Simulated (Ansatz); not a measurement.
CsBr:
```cif
data_BrCs
_chemical_formula_sum 'Cs1 Br1'
_space_group_name_H-M_alt 'P 1'
_space_group_IT_number 1
_cell_length_a 4.38949
_cell_length_b 4.38949
_cell_length_c 4.38949
_cell_angle_alpha 90.000
_cell_angle_beta 90.000
_cell_angle_gamma 90.000
loop_
_space_group_symop_operation_xyz
  'x, y, z'
loop_
_atom_site_label
_atom_site_type_symbol
_atom_site_fract_x
_atom_site_fract_y
_atom_site_fract_z
_atom_site_occupancy
Cs1 Cs 0.00000 0.00000 0.00000 1
Br1 Br 0.50000 0.50000 0.50000 1
```

Relaxed with PBE. Independent-particle spectrum: no excitons, no local fields, no scissors shift; 0.1 eV broadening; ε₁ of the summed bands alone.

Q: Tabulate the dielectric function from plane-wave PAW PBE (Ansatz code).

A: 

| E (eV) | ε₁ xx | ε₂ xx |
|---|---|---|
| 0.0 | 3.17 | 0.00 |
| 0.3 | 3.17 | 0.00 |
| 0.6 | 3.18 | 0.00 |
| 0.9 | 3.20 | 0.00 |
| 1.2 | 3.22 | 0.00 |
| 1.5 | 3.25 | 0.00 |
| 1.8 | 3.29 | 0.00 |
| 2.1 | 3.34 | 0.00 |
| 2.4 | 3.40 | 0.00 |
| 2.7 | 3.47 | 0.00 |
| 3.0 | 3.56 | 0.00 |
| 3.3 | 3.67 | 0.00 |
| 3.6 | 3.82 | 0.00 |
| 3.9 | 4.02 | 0.00 |
| 4.2 | 4.36 | 0.02 |
| 4.5 | 4.65 | 0.35 |
| 4.8 | 4.88 | 0.52 |
| 5.1 | 5.33 | 0.86 |
| 5.4 | 5.87 | 1.30 |
| 5.7 | 6.32 | 2.51 |
| 6.0 | 6.17 | 4.70 |
| 6.3 | 3.37 | 5.38 |
| 6.6 | 1.87 | 4.94 |
| 6.9 | 1.58 | 2.98 |
| 7.2 | 2.17 | 2.89 |
| 7.5 | 2.42 | 2.60 |
| 7.8 | 3.71 | 3.61 |
| 8.1 | 2.19 | 5.31 |
| 8.4 | -0.82 | 3.76 |
| 8.7 | -0.33 | 2.06 |
| 9.0 | 0.25 | 1.62 |
| 9.3 | 0.60 | 1.27 |
| 9.6 | 1.02 | 0.97 |
| 9.9 | 1.33 | 1.01 |
| 10.2 | 1.53 | 0.81 |
| 10.5 | 2.15 | 0.69 |
| 10.8 | 2.47 | 1.19 |
| 11.1 | 2.71 | 1.29 |
| 11.4 | 3.40 | 1.57 |
| 11.7 | 3.59 | 3.04 |
| 12.0 | 3.11 | 3.99 |

Q: From ε at 5.2 eV (xx: 5.44 + 1.00i), find n, k, the normal reflectivity and the absorption coefficient.

A: n = 2.34, k = 0.213, R = 16 %, α = 2kE/ħc = 110000 cm⁻¹.

With all bands, ε∞ without local fields is 3.21. DFPT, with local fields, gives 2.93.

Space group Pm-3m (CsCl type). The cell was relaxed with PBE under the symmetry of its start; phonons on a q-mesh show no instability. Spin–orbit coupling is left out wherever it is not named.

Potentials: the later of the program's two PAW sets.
